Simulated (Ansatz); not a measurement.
## Si4C and its competing phases

All numbers below come from DFT PBE, scalar-relativistic, plane waves, PAW in Ansatz 0.2.0. All cells share a 420 eV cutoff and Γ-centred k meshes spaced about 0.3 Å⁻¹ or finer (0.25 for metals, 2π included). No spin polarisation.

The zero of energy is the elements' standard structures at the same level; no fitted shifts are applied.

These are static total energies at zero pressure. The reference form of C is held partly by dispersion forces, which this level lacks.

The competitors are the elements and 1 reference phase of this chemical system (from databases or known types: SiC), relaxed at the same level; other known phases may be missing.

The candidate was reached from: a cell proposed by chemical analogy.

```cif
data_structure
_symmetry_space_group_name_H-M 'I4_1/a:1'
_symmetry_Int_Tables_number 88
_cell_length_a 7.9419
_cell_length_b 7.9419
_cell_length_c 5.0506
_cell_angle_alpha 90.000
_cell_angle_beta 90.000
_cell_angle_gamma 90.000
_cell_volume 318.56
loop_
_atom_site_label
_atom_site_type_symbol
_atom_site_symmetry_multiplicity
_atom_site_Wyckoff_symbol
_atom_site_fract_x
_atom_site_fract_y
_atom_site_fract_z
_atom_site_occupancy
Si1 Si 16 f 0.81668 0.08833 0.20999 1
C1 C 4 a 0.00000 0.00000 0.00000 1
```

Problem. Into what would it decompose?

Solution. Its formation energy is 0.100 eV/atom. The lowest competing mixture at this composition is this:

```
phase       space group             source  share of atoms  ΔE_f (eV/atom)
   Si                 -            element          0.6000         -0.0007
  SiC  P6_3mc (No. 186)  Materials Project          0.4000          -0.204
```

The lowest database cell of Si (-0.0007) lies slightly below the reference, hence the non-zero entry.

The mixture lies at -0.082 eV/atom, and the candidate lies 182 meV/atom above it. The candidate matches no cell in the subsets of the Crystallography Open Database and the Materials Project at hand. It is metastable at best. Phonons aren't part of this comparison. It holds Si–Si bonds in all directions (shortest 2.34 Å).
